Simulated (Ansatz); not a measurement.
System: L1₀ (CuAu-type) CoPt. Method: rVV10 (plane waves, PAW; Ansatz, a program for electronic structure).

Run with plane-wave cutoff 520 eV, 20×20×16 k mesh (along the axes of the cell as run), Fermi–Dirac smearing 0.05 eV, spin-polarised with parallel moments, scalar-relativistic PAW data made under PBE.

Energies at three volumes about the minimum:

```json
[
 {"V (Å³/atom)": "13.571", "E − E_lowest (meV/atom)": "3.73"},
 {"V (Å³/atom)": "13.848", "E − E_lowest (meV/atom)": "0.00"},
 {"V (Å³/atom)": "14.125", "E − E_lowest (meV/atom)": "3.45"}
]
```

Question: Fit a parabola by hand: where is the minimum, and what is the bulk modulus?

Answer: Slopes: (0.00 − 3.73)/(13.848 − 13.571) = -13.466 and (3.45 − 0.00)/(14.125 − 13.848) = 12.455 meV/Å³. Curvature E″ = 2 × (12.455 − (-13.466))/(14.125 − 13.571) = 93.578 meV/Å⁶. From the middle of the first interval, the slope vanishes at V0 = 13.7095 − (-13.466)/93.578 = 13.853 Å³/atom. B = V0 E″ = 13.853 × 93.578 meV/Å³ × 0.1602 GPa per meV/Å³ = 208 GPa. The full Birch–Murnaghan fit to all volumes gives V0 = 13.848 Å³/atom and B0 = 207 GPa.

Shape and atoms are relaxed at each volume.

Note: the bulk modulus comes from volumes at which shape and atoms were relaxed.
